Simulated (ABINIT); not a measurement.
CdSe in ABINIT: convergence with cutoff

Crystal: CdSe.

```
Cd Se
1.0
     0.00000    3.07027    3.07027
     3.07027    0.00000    3.07027
     3.07027    3.07027    0.00000
Cd Se
1 1
Direct
  0.00000 0.00000 0.00000
  0.25000 0.25000 0.25000
```

Measurements of this composition are mostly on another form, of space group No. 186.

| Item | Value |
| --- | --- |
| Program | ABINIT 10.8.3 (patched build) |
| Task | single point |
| Functional | PBEsol |
| Potentials or basis | JTH PAW PBE v2.0 |
| Cutoff | 245 eV |
| k mesh | 8 × 8 × 8 |
| Occupations | methfessel-paxton, width 0.05 eV |
| Spin | no spin polarisation |

These are the settings of the first run; the series varies cutoff, with any setting tied to it.

Hardware: 1 thread of Arm Neoverse V1 (shared host).

```csv
cutoff,energy less the tightest run (meV/atom),gap on the mesh (eV),SCF cycles,CPU time (s),peak memory (GiB)
9 Ha,1817.54,0.000,27,32,0.14
11 Ha,227.83,0.427,18,27,0.15
13 Ha,32.49,0.416,29,48,0.15
15.5 Ha,25.51,0.415,23,41,0.16
18.5 Ha,14.45,0.416,27,53,0.16
22 Ha,12.02,0.417,18,48,0.17
25.5 Ha,7.84,0.416,19,61,0.18
29.5 Ha,1.20,0.416,19,81,0.2
35 Ha,0.00,0.416,19,88,0.21
```

Against the tightest run, the gap on the mesh stays within 0.01 eV from 13 Ha on. Not settled before the last step: the energy (to 1 meV/atom). The tightest run that finished is the yardstick and may itself not be fully converged.
